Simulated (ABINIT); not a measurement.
Crystal: TiSe.

```
CELL_PARAMETERS angstrom
3.55900 0.00000 0.00000
-1.77950 3.08218 0.00000
0.00000 0.00000 6.22000
ATOMIC_POSITIONS crystal
Se 0.66667 0.33333 0.75000
Se 0.33333 0.66667 0.25000
Ti 0.00000 0.00000 0.50000
Ti 0.00000 0.00000 0.00000
```

* Program: ABINIT 10.8.3 (patched build)
* Task: relaxation of cell and atoms
* Functional: LDA
* Potentials or basis: JTH PAW LDA v2.0
* Cutoff: 408 eV
* k mesh: 9 × 9 × 5
* Occupations: fermi-dirac, width 0.05 eV
* Spin: no spin polarisation

At the start: pressure -3.7 GPa; volume 17.06 Å³/atom.

Where does the relaxation end?

Over 6 steps the energy falls by 67.9 meV/atom and the volume is 16.12 Å³/atom (-5.5 %); space group P6_3/mmc (No. 194, to 0.05 Å).

Step by step:
| step | energy change (eV) | largest force (eV/Å) | pressure (GPa) | volume (Å³) |
| --- | --- | --- | --- | --- |
| 1 | 0.0000 | 0.0000 | -3.65 | 68.23 |
| 2 | -0.0380 | 0.0000 | -2.55 | 67.47 |
| 3 | -0.1760 | 0.0000 | 8.11 | 61.52 |
| 4 | -0.2218 | 0.0000 | 3.92 | 63.25 |
| 5 | -0.2587 | 0.0000 | 1.31 | 64.16 |
| 6 | -0.2714 | 0.0000 | 0.01 | 64.47 |

Final structure:
```
CELL_PARAMETERS angstrom
3.33596 0.00000 0.00000
-1.66798 2.88902 0.00000
0.00000 0.00000 6.68899
ATOMIC_POSITIONS crystal
Se 0.66667 0.33333 0.75000
Se 0.33333 0.66667 0.25000
Ti 0.00000 0.00000 0.50000
Ti 0.00000 0.00000 0.00000
```
